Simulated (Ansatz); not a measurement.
**Li$_{2}$Se: input and output**

Input file of Ansatz 0.2.0:

```yaml
crystal:
  lattice:
    - [0.0, 2.989394, 2.989394]
    - [2.989394, 0.0, 2.989394]
    - [2.989394, 2.989394, 0.0]
  atoms:
    - { symbol: Li, position: [0.25, 0.25, 0.25] }
    - { symbol: Li, position: [0.75, 0.75, 0.75] }
    - { symbol: Se, position: [0.0, 0.0, 0.0] }
  symmetry: { tolerance: 0.0003 }
kpoints:
  mp_grid: { grid: [7, 7, 7], shift: [0, 0, 0] }
  band_path:
    path:
      - [0.0, 0.0, 0.0]
      - [0.5, 0.0, 0.5]
      - [0.625, 0.25, 0.625]
      - [0.375, 0.375, 0.75]
      - [0.0, 0.0, 0.0]
      - [0.5, 0.5, 0.5]
      - [0.5, 0.25, 0.75]
      - [0.5, 0.0, 0.5]
    npoints: 20
magnetization:
  spin_polarized: false
scf:
  occupations: { method: fermi_dirac }
  lower_state_search: "off"
  max_iter: 200
hamiltonian:
  pseudopotentials: { kind: paw }
  xc: pbe
basis:
  ecutwfc: 420
  fft_grid_basis: typed
output:
  forces: true
  stress: true
  eigenvalues: true
  bader: true
  populations: true
  elf: true
  write_potential: true
  volumetric_format: npy
  dos:
    e_range: [-12, 8]
    de: 0.05
    projected: { site_lists: { Li: [Li], Se: [Se] } }
checkpoint:
  read: saved_state
```

Run as

```sh
ansatz run input.yaml --threads 1 --pin off --max-ram 2560MiB --backend cpu --events-out ev --progress --plain --runs-dir out
```

The run starts from an earlier solution of this cell. 

Output (shortened):

```
Pseudopotentials: kind: paw
Pseudopotential: Li, paw, valence charge 3, recommended cutoff 420 eV (normal), Li.paw.azcp
Pseudopotential: Se, paw, valence charge 16, recommended cutoff 420 eV (normal), Se.paw.azcp
Functional definition: PBE
  exchange = pbe_x(kappa = kappa, mu = beta*pi^2/3)
  correlation = pbe_c(beta = beta)
Crystal: 3 atoms, lattice volume = 53.429 Å³
Basis set: ecut = 420 eV, 1037 PW (Γ), exchange–correlation on 60×60×60 points (8 copies of the dense FFT grid, shifted against one another)
Bands: 15, of which v1, the nominal top of the filled ones, is band 11 counted from 1 (10 counted from 0)
Symmetry: 48 space group operations
Space group: Fm-3m (ITA 225), of the structure as read, at distance tolerance 1.1e-3 Å
k-points: 20 of 343
Initial density: read from a saved state, or passed on in memory by an earlier SCF of this step, an earlier step, the calling program or the single point that the run made first
Functional: x = pbe(κ = 0.804, μ = 0.2195), c = pbe(β = 0.0667)
SCF iter   1: F=—  Δρ=3.27e-4  dr2=5.31e-5
SCF iter   2: F=—  Δρ=1.40e-4  dr2=3.64e-6
SCF iter   3: F=—  Δρ=7.27e-5  dr2=1.04e-6
SCF iter   4: F=-5882.2650 eV  Δρ=6.25e-6  dr2=1.20e-8
Free energy (F): -5882.2650 eV
Harris-Foulkes:  -5882.2650 eV  (|F-HF|=7.91e-8)
Internal energy: -5882.2650 eV  (E = F + TS)
E sigma→0 (E₀):  -5882.2650 eV
Entropy (-TS):    0.0000 eV (-0.000 meV/atom)
Fermi energy:    5.0963 eV
--- Per-component energies (eV) ---
  E_band       = -587.9800
  E_kinetic    = 164.4525
  E_local      = -3007.5624  (includes V_loc(G=0)·N_el)
  E_nonlocal   = -662.8795
  E_hartree    = 1425.7725
  E_xc         = -127.2349
  E_vxc        = -127.9237  (∫ρ·V_xc dr)
  E_paw        = -1952.9606  (= ΣΔE_a)
  E_vpaw       = 194.3914  (= ΣTr[D̂ρ^β])
  E_aug_tail   = -0.0005  (compensation charges beyond the density's cutoff)
  E_ewald      = -1721.8520
  E_smearing   =  0.0000  (= −TS)
--- Stress (GPa, compression-positive) ---
        0.4785       0.0000       0.0000
        0.0000       0.4785       0.0000
        0.0000       0.0000       0.4785
  P = ⅓ Tr σ = 0.4785 GPa (4.785 kbar)
--- Löwdin populations: 3 sites ---
  site symbol       q [e]
     0     Li      2.3587
     1     Li      2.3587
     2     Se     17.1402
  spilling = 0.0065 (of n_electrons = 22.0000)
```

Total energies depend on the potentials used, so only differences within one code and one set of settings carry meaning.

Origin: a database entry at a rescaled volume.

Cost: 14 s on 1 thread of Intel(R) Xeon(R) 6975P-C (Granite Rapids), on a shared host, peak memory 0.42 GiB (start from a saved density).
